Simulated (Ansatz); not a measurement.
# HfO2: the cost of one run

Program: Ansatz 0.2.0. Level of theory: DFT PBE, scalar-relativistic, plane waves, PAW. These are calculated values, not measurements.

5 further runs of the same task are left out: 5 set aside as unsound or not needed.

**1. The system as given**

The cell holds 23 atoms (Hf8O15): a = 6.783 Å, b = 7.335 Å, c = 7.335 Å, α = 90.57°, β = 116.24°, γ = 116.24°.

The coordinates of this cell stand in the input of its own run.

The host was relaxed before at PBE: a = 5.161 Å, b = 5.212 Å, c = 5.352 Å, α = 90.00°, β = 99.67°, γ = 90.00° (conventional cell), 11.827 Å³/atom.

Places, in fractions of the supercell: a vacancy on O at (0.977, 0.135, 0.392). Its neighbours start displaced at random by about 0.03 Å.

**2. Band edges of the host over the zone**

Contents of input.yaml:

```yaml
crystal:
  lattice:
    - [5.1609167955, 0.0, -0.0053389046]
    - [0.0, 5.2121152647, 0.0]
    - [-0.893100245, 0.0, 5.2769007573]
  atoms:
    - { symbol: Hf, position: [0.2757342939, 0.4570632233, 0.7083729902] }
    - { symbol: Hf, position: [0.7242657061, 0.9570632233, 0.7916270098] }
    - { symbol: Hf, position: [0.7242657061, 0.5429367767, 0.2916270098] }
    - { symbol: Hf, position: [0.2757342939, 0.0429367767, 0.2083729902] }
    - { symbol: O, position: [0.4491832226, 0.742786629, 0.9766468631] }
    - { symbol: O, position: [0.5508167774, 0.242786629, 0.5233531369] }
    - { symbol: O, position: [0.5508167774, 0.257213371, 0.0233531369] }
    - { symbol: O, position: [0.4491832226, 0.757213371, 0.4766468631] }
    - { symbol: O, position: [0.0671205964, 0.3286479023, 0.3484179355] }
    - { symbol: O, position: [0.9328794036, 0.8286479023, 0.1515820645] }
    - { symbol: O, position: [0.9328794036, 0.6713520977, 0.6515820645] }
    - { symbol: O, position: [0.0671205964, 0.1713520977, 0.8484179355] }
basis:
  ecutwfc: 420
  xc_grid: 2
kpoints:
  mp_grid: { grid: [4, 4, 4] }
  band_path: { path: [VBM, CBM], npoints: 2 }
hamiltonian:
  xc: pbe
scf:
  occupations: { method: gaussian, width: 0.02 }
output:
  forces: true
  stress: true
  eigenvalues: true
```

The run is started by

```bash
$ ansatz run input.yaml --threads 8 --pin off --max-ram 16384MiB --backend cpu --events-out ev --progress --plain --runs-dir out
```

What time and memory should one allow on 8 threads of Arm Neoverse V1, shared host?

About 29 s, with a peak of 1.1 GiB.
